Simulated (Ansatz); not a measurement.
**Manganese, fcc under PBEsol: structure, energy and stiffness**

What does PBEsol give for manganese in the fcc structure? We relax it, solve it on a dense k-mesh, then scale the cell to 7 volumes from 88 to 112 % of the relaxed one and try a fit of the equation of state. The start is ferromagnetic. The k-meshes are 15×15×15 for the relaxation; 26×26×26 for the dense run; 18×18×18 for the volumes.

Method: DFT PBEsol, plane waves (420 eV) with PAW, scalar-relativistic; the PAW data stem from PBE, with regenerated cores, in Ansatz 0.2.0.

## 1. The system as given

It takes space group Fm-3m (No. 225, cubic). The conventional cell has a = 3.609 Å, b = 3.609 Å, c = 3.609 Å, α = 90.00°, β = 90.00°, γ = 90.00°. Mn (site symmetry m-3m) is surrounded by 12 Mn at 2.55 Å.

As a file:

```xyz
1
Lattice="0.0000 1.8044 1.8044 1.8044 0.0000 1.8044 1.8044 1.8044 0.0000" Properties=species:S:1:pos:R:3 pbc="T T T"
Mn    0.0000    0.0000    0.0000
```

The atoms start with moments of +3 μB.

## 2. Relaxing cell and atoms

input.yaml reads:

```yaml
crystal:
  lattice:
    - [0.0, 1.8043883278, 1.8043883278]
    - [1.8043883278, 0.0, 1.8043883278]
    - [1.8043883278, 1.8043883278, 0.0]
  atoms:
    - { symbol: Mn, position: [0.0, 0.0, 0.0], spin: 3.0 }
hamiltonian:
  xc: pbesol
  pseudopotentials:
    kind: paw
    azcp:
      Mn: "pseudopotentials/Mn.paw.azcp"
basis:
  ecutwfc: 420
  fft_grid_basis: typed
kpoints:
  mp_grid: { grid: [15, 15, 15], shift: [0, 0, 0] }
magnetization:
  spin_polarized: true
scf:
  occupations: { method: fermi_dirac, width: 0.05 }
relax:
  max_steps: 60
  f_tol: 0.01
  cell: {}
```

On the command line:

```sh
> ansatz run input.yaml --threads 2 --pin off --max-ram 5120MiB --backend cpu --events-out ev --progress --plain --runs-dir out
```

The runs that follow: Dense single point; Equation of state: 88 %; Equation of state: 92 %; Equation of state: 96 %; Equation of state: 100 %; Equation of state: 104 %; Equation of state: 108 %; Equation of state: 112 %.

Q: Predict the outcome of this session. Wanted: space group; conventional cell; volume; shortest distance; gap on the mesh; magnetic state; relative to alpha-Mn; V₀, B₀, B₀′.

The runs gave:

| quantity | value |
| --- | --- |
| space group (spins left aside) | Fm-3m (No. 225) |
| conventional cell | a = 3.460 Å |
| volume | 10.354 Å³/atom |
| shortest distance | 2.446 Å |
| gap on the mesh | none (levels filled in part) |
| magnetic state | non-magnetic |
| relative to alpha-Mn (A12), ferrimagnetic | +88 meV/atom |
| V₀, B₀, B₀′ | 10.351 Å³/atom, 309 GPa, 4.4 |

The relaxation shrank the cell by 11.9 % in volume. Against the reference form of manganese (alpha-Mn (A12), ferrimagnetic, computed apart with the same settings) it stands 88 meV/atom higher; part of this is magnetic energy, as this run has no moments. The moments die out: the run ends non-magnetic. No gap shows: it is a metal or semimetal at this level. The fitted modulus is 309 GPa, among the stiffest elements. The symmetry was held, so the structure may be unstable against distortions that break it.
